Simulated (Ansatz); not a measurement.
Rocksalt MgO, relaxed with r2SCAN in the PAW code Ansatz. It is cubic, Fm-3m (No. 225); a = 4.204 Å in the conventional setting, 9.29 Å³ an atom. Mg is surrounded by 6 O at 2.10 Å; O is surrounded by 6 Mg at 2.10 Å.

The axes x, y and z are those of this cell:
```
Mg O
1.0
     0.00000    2.10217    2.10217
     2.10217    0.00000    2.10217
     2.10217    2.10217    0.00000
Mg O
1 1
Direct
  0.00000 0.00000 0.00000
  0.50000 0.50000 0.50000
```

Unstrained: With PBE the gap is 4.797 eV and direct, at Γ. r2SCAN gives a direct gap of 5.685 eV at Γ. The HSE06 gap is direct at Γ: 6.541 eV. Meshes: PBE 10×10×10, r2SCAN 10×10×10, HSE06 8×8×8. Strains are changes of length per length. After each strain the atoms were relaxed again with r2SCAN within the symmetry that the strain leaves, so tilts or polar shifts that break it weren't tested; points keep the names that they have in the unstrained zone. No spin polarisation and no zero-point or thermal motion.

(1) Estimate what isotropic -4.0 % on every length does to the gap.

(2) Estimate what isotropic +2.0 % on every length does to the gap.

(3) Estimate what isotropic -3.0 % on every length does to the gap.

(4) Estimate what isotropic -2.0 % on every length does to the gap.

(5) Apply isotropic +4.0 % on every length. How far does the gap move, against the unstrained cell?

(6) Estimate what isotropic -1.0 % on every length does to the gap.

(7) Estimate what isotropic +3.0 % on every length does to the gap.

(8) Apply isotropic +1.0 % on every length. How far does the gap move, against the unstrained cell?

(9) Order the strained cells by their HSE06 gap, smallest first.
A. isotropic -1.0 % on every length
B. isotropic +2.0 % on every length
C. isotropic -3.0 % on every length
D. isotropic -2.0 % on every length
E. isotropic +4.0 % on every length
F. isotropic +3.0 % on every length
G. isotropic +1.0 % on every length
H. isotropic -4.0 % on every length

## Answers

(1) PBE: the gap goes from 4.797 to 6.087 eV (+1.290 eV). r2SCAN: the gap goes from 5.685 to 7.030 eV (+1.345 eV). HSE06: the gap goes from 6.541 to 7.951 eV (+1.410 eV). The r2SCAN energy rises by 79.1 meV an atom.

(2) PBE: the gap goes from 4.797 to 4.238 eV (-0.559 eV). r2SCAN: the gap goes from 5.685 to 5.101 eV (-0.584 eV). HSE06: the gap goes from 6.541 to 5.926 eV (-0.615 eV). The r2SCAN energy rises by 16.3 meV an atom.

(3) PBE: the gap goes from 4.797 to 5.742 eV (+0.945 eV). r2SCAN: the gap goes from 5.685 to 6.670 eV (+0.985 eV). HSE06: the gap goes from 6.541 to 7.575 eV (+1.034 eV). The r2SCAN energy rises by 43.1 meV an atom.

(4) PBE: the gap goes from 4.797 to 5.412 eV (+0.615 eV). r2SCAN: the gap goes from 5.685 to 6.326 eV (+0.641 eV). HSE06: the gap goes from 6.541 to 7.215 eV (+0.674 eV). The r2SCAN energy rises by 18.6 meV an atom.

(5) PBE: the gap goes from 4.797 to 3.730 eV (-1.067 eV). r2SCAN: the gap goes from 5.685 to 4.570 eV (-1.115 eV). HSE06: the gap goes from 6.541 to 5.363 eV (-1.178 eV). The r2SCAN energy rises by 61.6 meV an atom.

(6) PBE: the gap goes from 4.797 to 5.097 eV (+0.300 eV). r2SCAN: the gap goes from 5.685 to 5.998 eV (+0.313 eV). HSE06: the gap goes from 6.541 to 6.871 eV (+0.330 eV). The r2SCAN energy rises by 4.5 meV an atom.

(7) PBE: the gap goes from 4.797 to 3.979 eV (-0.818 eV). r2SCAN: the gap goes from 5.685 to 4.829 eV (-0.856 eV). HSE06: the gap goes from 6.541 to 5.639 eV (-0.902 eV). The r2SCAN energy rises by 35.7 meV an atom.

(8) PBE: the gap goes from 4.797 to 4.510 eV (-0.287 eV). r2SCAN: the gap goes from 5.685 to 5.386 eV (-0.299 eV). HSE06: the gap goes from 6.541 to 6.226 eV (-0.315 eV). The r2SCAN energy rises by 4.2 meV an atom.

(9) E (5.36 eV), F (5.64 eV), B (5.93 eV), G (6.23 eV), A (6.87 eV), D (7.21 eV), C (7.57 eV), H (7.95 eV).

The meshes of the hybrids are coarse, so their gaps aren't converged to the digits shown.
